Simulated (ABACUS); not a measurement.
The system is BN.

```
CELL_PARAMETERS angstrom
1.25112 0.72234 3.37293
-1.25112 0.72234 3.37293
0.00000 -1.44467 3.37293
ATOMIC_POSITIONS crystal
N 0.66724 0.66724 0.66724
B 0.00033 0.00033 0.00033
```

The cell is a database's computed one.

Base run:

* Program: ABACUS 3.10.1
* Functional: PBEsol
* Potentials or basis: PseudoDojo NC SR 0.5 PBE standard
* Cutoff: 1361 eV
* Density cutoff: 5442 eV
* Basis: DZP LCAO (the cutoffs set its grid)
* k mesh: 11 × 11 × 11
* Occupations: fermi-dirac, width 0.05 eV
* Spin: no spin polarisation

Its results: band gap on the k mesh 4.20 eV, indirect (least direct gap 4.72 eV); pressure 3.3 GPa; largest force 0.009 eV/Å.

Question: The run is repeated on the same cell with these changes: functional from PBEsol to BLYP; potentials or basis from PseudoDojo NC SR 0.5 PBE standard to Ansatz NC PBE. What comes out?

Answer: Band gap on the k mesh 4.36 eV, indirect (least direct gap 4.85 eV); pressure 10.8 GPa; largest force 0.003 eV/Å.

Caveats: the atomic orbitals were generated for these runs and aren't a published set; the potentials were made for another functional, which shifts forces and pressure; an odd mesh through Γ misses points on the zone boundary, where band edges often lie; the basis of atomic orbitals isn't converged, which shifts pressures, moduli and gaps.
